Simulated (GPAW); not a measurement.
Crystal: MgS (Niningerite).

```
CELL_PARAMETERS angstrom
0.00000 2.60165 2.60165
2.60165 0.00000 2.60165
2.60165 2.60165 0.00000
ATOMIC_POSITIONS crystal
S 0.50000 0.50000 0.50000
Mg 0.00000 0.00000 0.00000
```

Program: GPAW 26.7.0. Alike in all runs: no spin polarisation; cell as given; k mesh 9 × 9 × 9; cutoff (eV) 800.

Order these runs on this cell by their pressure, lowest first.
A. level PBEsol+D3(BJ); potentials or basis PAW data sets generated in the run's folder for this functional, pw; smearing gaussian 0.1 eV; band path GXWKGLUWLK,UX; band points 80
B. level revPBE; potentials or basis the program's PAW data sets (release 1.2.1) made for this functional, pw; smearing fermi-dirac 0.05 eV; band path GXWKGLUWLK,UX; band points 100
C. level PBEsol; potentials or basis PAW data sets generated in the run's folder for this functional, pw; smearing gaussian 0.02 eV
D. level PBE; potentials or basis GPAW PAW data sets (gpaw-data 1.2.1), pw; smearing gaussian 0.02 eV

A (-3.7 GPa), C (-0.9 GPa), D (1.1 GPa), B (2.8 GPa).
